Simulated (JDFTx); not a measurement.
## Mo under changes of volume

One of the cells (15.892 Å³/atom); the others are scaled copies at fixed shape and fractional positions:

```
CELL_PARAMETERS angstrom
-1.58381 1.58381 1.58381
1.58381 -1.58381 1.58381
1.58381 1.58381 -1.58381
ATOMIC_POSITIONS crystal
Mo 0.00000 0.00000 0.00000
```

- Program: JDFTx 1.7.0 (patched build)
- Functional: PBEsol
- Potentials or basis: PseudoDojo-SR-PBEsol-0.4.1-standard with smoothed tails
- Cutoff: 1088 eV
- Density cutoff: 4354 eV
- k mesh: 12 × 12 × 12
- Occupations: fermi-dirac, width 0.05 eV
- Spin: no spin polarisation

```tsv
volume (Å³/atom)	energy over the lowest point (meV/atom)	pressure (GPa)
14.938	?	?
15.256	0.00	1.5
15.574	2.85	-4.2
15.892	16.42	-9.4
16.209	39.59	-13.9
16.527	71.37	-18.1
16.845	110.88	-21.7
```

Task: What does the run at 14.938 Å³/atom give?

Result: Energy over the lowest point 9.12 meV/atom; pressure 7.8 GPa.

Worked out: A Birch-Murnaghan fit of order 3 (a polynomial in V^(-2/3)) to the other rows has its minimum at 15.34 Å³/atom with B0 = V·E''(V) = 284 GPa and B' = 4.4. It gives 9.20 meV/atom at 14.938 Å³/atom, against the run's 9.12, and -dE/dV = 7.9 GPa, against 7.8.

Energies are extrapolated to zero smearing.
